At the centre of the Brillouin zone, a slightly distorted fcc-like form of tungsten has four valence bands below the Fermi energy. How many of them remain below it near the edge of the zone, and how deep do they lie? Much of the answer follows from the way d orbitals on neighbouring atoms meet. The wave vector decides with which sign an orbital reappears from one atomic layer to the next, and so whether a contact binds or repels.

The levels below come from density-functional theory with the PBE functional, without spin–orbit coupling. The stable form of tungsten is body-centred cubic, so these are the levels of a model crystal, not of the ordinary metal. The columns "point a", "point b" and "point c" give the wave vector in units of the reciprocal cell vectors. "Level under 1" is the nearest level below the Fermi energy, "level over 1" the nearest above it. The results at two points are withheld.

Kohn–Sham levels of tungsten in a slightly distorted fcc-like cell with one atom, computed with JDFTx 1.7.0 (patched build) using PBE and PseudoDojo-SR-PBE-0.5-standard pseudopotentials, without spin polarisation or spin–orbit coupling. The plane-wave cutoff is 1006.82 eV, the k mesh 11×11×11 and the Fermi–Dirac smearing 0.05 eV. Levels are counted from the Fermi energy.

| point a (reciprocal cell vector) | point b (reciprocal cell vector) | point c (reciprocal cell vector) | level under 4 (eV) | level under 3 (eV) | level under 2 (eV) | level under 1 (eV) | level over 1 (eV) | level over 2 (eV) |
| --- | --- | --- | --- | --- | --- | --- | --- | --- |
| 0.0000 | 0.0000 | 0.0000 | -8.91 | -0.75 | -0.574 | -0.353 | 2.384 | 2.595 |
| 0.0000 | 0.1818 | 0.1818 | -37.51 | -37.49 | -7.183 | -2.041 | 0.484 | 0.644 |
| 0.0909 | -0.0909 | 0.0909 | -37.44 | -7.67 | -1.429 | -0.087 | 0.092 | 1.562 |
| 0.2727 | -0.2727 | -0.0909 | -37.60 | -3.66 | -2.304 | -1.839 | 0.935 | 3.198 |
| 0.3636 | 0.0909 | 0.4545 | -37.70 | -4.71 | -3.629 | -0.265 | 3.131 | 3.651 |
| 0.4545 | 0.0000 | 0.4545 | ? | ? | ? | ? | ? | ? |
| 0.4545 | -0.3636 | 0.0909 | ? | ? | ? | ? | ? | ? |

A column of this table is not a band, because its levels are counted from the Fermi energy. The levels between −37 and −38 eV belong to the 5p shell, which together with the 5s level makes four deep bands. Counted upward from there, the valence bands start with band 5. It lies at −8.91 eV in the first row, where bands 6, 7 and 8 are d levels just below the Fermi energy.

To see where the points lie, call the three coordinates a, b and c and turn them into cubic axes: kx = −a + b + c, ky = a − b + c and kz = a + b − c, for the usual fcc primitive cell. The unit is 2π divided by the edge of the cubic cell. The first withheld point then lies on the y axis, about nine tenths of the way to X, the centre of a zone face. The second, shifted by a reciprocal lattice vector, lies on such a face, close to the line from X to the corner W.

The known rows support this choice of axes. In the second and third rows band 5 has risen from its bottom in proportion to the squared wave vector, about 1.4 to 1.5 times as fast as for free electrons. The distortion of the cell is ignored from here on, at a price that can be read off at the zone centre. Three d levels that would coincide in a cubic crystal, with spin–orbit coupling left out, are spread there over 0.4 eV.

A straight chain of hydrogen atoms shows the basic effect. If the 1s orbitals all have the same sign, each contact binds; if the sign alternates from atom to atom, each contact is antibonding. The energy of the chain's band therefore rises towards the zone edge. The likeness ends where shape enters: a d orbital has lobes of both signs, so an equal sign on two neighbouring atoms may bind along one direction and repel along another.

Take the d orbital whose four lobes lie in the xz plane, and call it xz. Four of the twelve neighbours lie in that plane, straight ahead of the lobes, and with equal signs these contacts bind strongly. The other eight neighbours sit in the layers above and below, where the lobes meet sideways. With equal signs these eight contacts are antibonding, so at the zone centre they cancel much of what the four have gained.

Now let the wave vector grow along y, towards X. Within a layer the sign stays the same, and the four strong contacts go on binding. From layer to layer the sign comes to alternate, which turns the eight sideways contacts from antibonding to bonding. All twelve contacts now pull the same way, and the level sinks.

The orbitals xy and yz fare the opposite way, because their strong contacts run between the layers and become antibonding. They leave the occupied region; the model fitted below puts them roughly 4 eV above the Fermi energy. Of the two d orbitals that lie high at the zone centre, the one pointing along y comes down instead, since its contacts between layers also turn bonding. Near X this leaves two low d levels.

The sinking of xz can be put into numbers with the canonical strengths of d–d contacts, −6 for head-on, +4 for sideways and −1 for face-to-face overlap, times a common energy scale. For xz the four strong contacts add up to −19 units and the eight weaker ones to +12. At the zone centre the sum is −7; at X itself it would be −31.

The scale and the centre of the d levels were fitted by least squares to three known rows, the first, second and fifth, which lie in the plane kz = 0. This gave 0.183 eV per unit and a centre at 0.65 eV. The gap between the two groups of d levels at the zone centre, whose upper group was not used in the fit, gives a similar scale of 0.174 eV. Off the plane the formula is less dependable: it misses the third row by only 0.15 eV, but the fourth, where more of the orbitals can mix, by more than 1 eV.

Here is the estimate for the first withheld point, which took no part in the fit. The sign change between layers is nearly complete there, with a factor cos(0.909π) = −0.96. The sum is −19 − 12 × 0.96 = −30.5 units. The level should therefore lie at 0.65 − 0.183 × 30.5, or about −4.9 eV.

At the second withheld point the orbital with the best contacts is xy. Its head-on contacts keep only part of their strength, because neighbours along them are no longer fully in step. The sideways contacts are bonding again, though also less than fully. The same sum gives −21.6 units, which places the level at −3.3 eV.

Band 5 and band 7 need one more ingredient, a travelling wave of s and p character. It starts as band 5 at the zone centre and rises with the squared wave vector until it meets the d orbital that is coming down. Two levels that can mix repel each other: one partner is pushed down and the other up. Near X the lower partner should be band 5, close beneath the xz level, and the upper partner band 7.

The fifth row supplies the strength of this mixing. Its bands 5 and 7, at −4.71 and −0.27 eV, are taken as the two partners, which gives a coupling of 2.2 eV and also fixes how steeply the wave climbs. That row is thus no test of the mixing. Carried to the first withheld point, the wave reaches about 1.1 eV, and the repulsion lifts the upper partner to 1.9 eV.

On the zone face, at the second withheld point, two waves of equal wavelength combine. Their sum mixes with the d orbital pointing along z, which in the same model lies almost as low as xy, and should push it down to become band 5. Their difference changes sign across the mirror plane z = 0 and mixes with d orbitals that do the same. This second combination lies above the d level it mixes with, so band 7 is the lower partner. The repulsion pushes it from about 2.5 eV down to 1.7 eV.

The forecast is that both points have only two valence bands below the Fermi energy, with band 5 less than 1.5 eV below band 6. At the first point band 6 should lie at −4.9 ± 0.6 eV and band 7 at +1.9 ± 1.5 eV. At the second point they should lie at −3.3 ± 0.6 eV and +1.7 ± 1.5 eV. The ranges are judgements, since three fitted rows are too few for a statistical error, and they are wider for band 7 because its coupling rests on a single row.

The withheld rows as computed:

| point a (reciprocal cell vector) | point b (reciprocal cell vector) | point c (reciprocal cell vector) | level under 4 (eV) | level under 3 (eV) | level under 2 (eV) | level under 1 (eV) | level over 1 (eV) | level over 2 (eV) |
| --- | --- | --- | --- | --- | --- | --- | --- | --- |
| 0.4545 | 0.0000 | 0.4545 | -37.80 | -37.77 | -5.309 | -4.376 | 2.682 | 4.758 |
| 0.4545 | -0.3636 | 0.0909 | -37.90 | -37.77 | -4.507 | -3.525 | 0.216 | 2.770 |

Both points do have two valence bands below the Fermi energy, and bands 5 and 6 lie within 1 eV of each other. At the first point the lowest valence level is at −5.3 eV. A free-electron band with the same bottom would have climbed to −1.4 eV by then. The low position is what the d contacts lead one to expect.

Band 6 at the first point comes out at −4.38 eV, which is 0.56 eV above the forecast and only just inside the range. Starting instead from the mean of the three lower d levels at the zone centre, with the smaller scale found there, one gets −0.56 − 0.174 × (30.5 − 7) = −4.65 eV, which halves the miss. The same change would nearly double the miss at the second point, so the fitted scale is not shown to be the cause. The forecast also falls between the computed bands 5 and 6, so the energies alone do not settle which of the two is the xz level; that assignment rests on the mixing argument.

At the second point band 6 lies at −3.53 eV, about 0.2 eV below the forecast. A miss of this size is comparable with the splittings that the distortion causes at the zone centre. The partial loss of step between neighbours gives the right order of the two points but overstates their difference in depth: 1.6 eV in the forecast, 0.85 eV as computed.

Band 7 is the weak part of the forecast. At the first point it lies at 2.68 eV, 0.8 eV too high for the estimate but well within its range. At the second it lies at 0.22 eV, almost 1.5 eV too low and at the very edge of the range. That it is empty there is also less secure than the count suggests, because the omitted spin–orbit coupling can move tungsten's d levels by tenths of an electronvolt.

The two misses point in opposite directions, and a stronger coupling would shift both forecasts the right way. At the first point, however, band 5 speaks against this as the whole cause. A coupling raised by about half would bring band 7 into place, but it would also push the lower partner well below the computed band 5. In this two-level picture the wave, the d level or both must lie higher there than assumed. The picture also leaves out a second wave, which at X itself would be as long as the first and combine with it. At the second point the coupling would have to be doubled, and nothing in the table tests that. The simple mixing estimate, with its strength taken from one wave vector, does not carry over well.

Bands 6 and 7 are 7.1 eV apart at the first point, yet this is no band gap. At the second point the distance has shrunk to 3.7 eV, and in the fifth row band 7 lies below the Fermi energy. The crystal is a metal, and the wide opening near X belongs to that region of the zone. There the signs of neighbouring layers alternate almost fully, which sinks two d levels and lifts the others, while the travelling wave, by the estimate above, has climbed past the Fermi energy.
